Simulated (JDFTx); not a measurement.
Re:

```
Re
1.0
     2.76080    0.00000    0.00000
    -1.38040    2.39092    0.00000
     0.00000    0.00000    4.45820
Re
2
Direct
  0.66667 0.33333 0.75000
  0.33333 0.66667 0.25000
```

Program: JDFTx 1.7.0 (patched build). Alike in all runs: task single point; potentials or basis PseudoDojo-SR-PBE-0.5-standard with smoothed tails; no spin polarisation; cell as given; k mesh 11 × 11 × 6; cutoff (eV) 980; smearing fermi-dirac 0.05 eV.

Question: Order these runs on this cell by their pressure, lowest first.
A. level PBE
B. level PBE+U; U Re d U = 4 eV
C. level PBE+U; U Re d U = 1 eV
D. level PBE+U; U Re d U = 8 eV
E. level PBE+U; U Re d U = 3 eV

Answer: D (-23.7 GPa), B (-9.2 GPa), E (-5.5 GPa), C (2.0 GPa), A (5.8 GPa).

Caveats: U without spin polarisation on a metal has little footing (some runs); the U is typed as a test and isn't derived for this compound (some runs).
